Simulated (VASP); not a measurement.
The system is PtS2.

```xyz
3
Lattice="3.5432 0.0000 0.0000 -1.7716 3.0685 0.0000 0.0000 0.0000 5.0388" Properties=species:S:1:pos:R:3 pbc="T T T"
Pt    0.0000    0.0000    0.0000
S     1.7716    1.0228    3.8950
S     0.0000    2.0457    1.1438
```

```yaml
Program: VASP 6.6.1
Task: relaxation of cell and atoms
Functional: BLYP
Dispersion: D3
Potentials_or_basis: VASP PAW PBE potentials, release 64 (Pt, S)
Cutoff: 600 eV
k_mesh: 9 × 9 × 5
Occupations: fermi-dirac, width 0.05 eV
Spin: no spin polarisation
```

At the start: pressure 14.9 GPa; volume 18.26 Å³/atom.

Task: Where does the relaxation end?

Result: Over 24 steps the energy falls by 128.7 meV/atom and the volume is 17.68 Å³/atom (-3.2 %); space group P-3m1 (No. 164, to 0.05 Å).

Step by step:
```tsv
step	energy change (eV)	largest force (eV/Å)	pressure (GPa)	volume (Å³)
1	0.0000	1.9548	14.94	54.78
2	0.3814	1.2913	-15.27	69.39
3	-0.2848	0.2866	-1.45	59.90
4	-0.2856	0.3480	-0.86	59.66
5	-0.2856	0.3729	-0.61	59.56
6	-0.2978	0.2923	-0.45	59.00
7	-0.3159	0.0510	0.14	57.35
8	-0.3268	0.0056	-0.48	57.06
9	-0.3515	0.1625	-2.17	56.14
10	-0.3518	0.5089	-4.49	54.16
11	-0.3625	0.2387	-3.02	55.47
12	-0.3684	0.2188	-2.72	55.07
13	-0.3811	0.1719	-1.65	53.90
14	-0.3725	0.1429	1.34	51.55
15	-0.3844	0.1433	-0.80	53.19
16	-0.3845	0.1410	-0.68	53.07
17	-0.3852	0.1103	-0.49	53.10
18	-0.3857	0.0648	-0.21	53.14
19	-0.3858	0.0460	-0.09	53.15
20	-0.3859	0.0386	-0.05	53.13
21	-0.3861	0.0163	0.06	53.06
22	-0.3860	0.0277	0.22	52.92
23	-0.3862	0.0038	0.09	53.02
24	-0.3862	0.0078	-0.01	53.05
```

Final structure:
```xyz
3
Lattice="3.6655 0.0000 0.0000 -1.8328 3.1745 0.0000 0.0000 0.0000 4.5593" Properties=species:S:1:pos:R:3 pbc="T T T"
Pt    0.0000    0.0000    0.0000
S     1.8328    1.0582    3.3504
S     0.0000    2.1163    1.2089
```

Caveat: the PAW data sets were made with another functional, which shifts forces and pressure a little; pairwise dispersion overbinds metals, which lowers pressure and volume.
